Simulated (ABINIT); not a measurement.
Crystal: CdS.

```
Cd S
1.0
     0.00000    2.75324    2.75324
     2.75324    0.00000    2.75324
     2.75324    2.75324    0.00000
Cd S
1 1
Cartesian
  0.0000 0.0000 0.0000
  2.7532 2.7532 2.7532
```

Measurements of this composition are mostly on another form, of space group No. 186.

Base run:

| Item | Value |
| --- | --- |
| Program | ABINIT 10.8.3 (patched build) |
| Functional | RPBE |
| Potentials or basis | JTH PAW PBE v2.0 |
| Cutoff | 707 eV |
| k mesh | 8 × 8 × 8 |
| Occupations | fermi-dirac, width 0.05 eV |
| Spin | no spin polarisation |

Its results: band gap on the k mesh 0.36 eV, indirect (least direct gap 1.67 eV); pressure 1.9 GPa.

**Question.** After a change of settings the same cell gave: band gap on the k mesh 0.15 eV, indirect (least direct gap 1.49 eV); pressure -4.2 GPa. Which change was it?
A. functional from RPBE to AM05
B. functional from RPBE to r2SCAN
C. functional from RPBE to revPBE
D. functional from RPBE to SCAN

**Answer.** A.

AM05 binds more tightly than RPBE, so the same cell stands under less pressure.

Caveats: the PAW data sets were made with another functional, which shifts forces and pressure a little.

Runs at the PBE level aren't shown here.
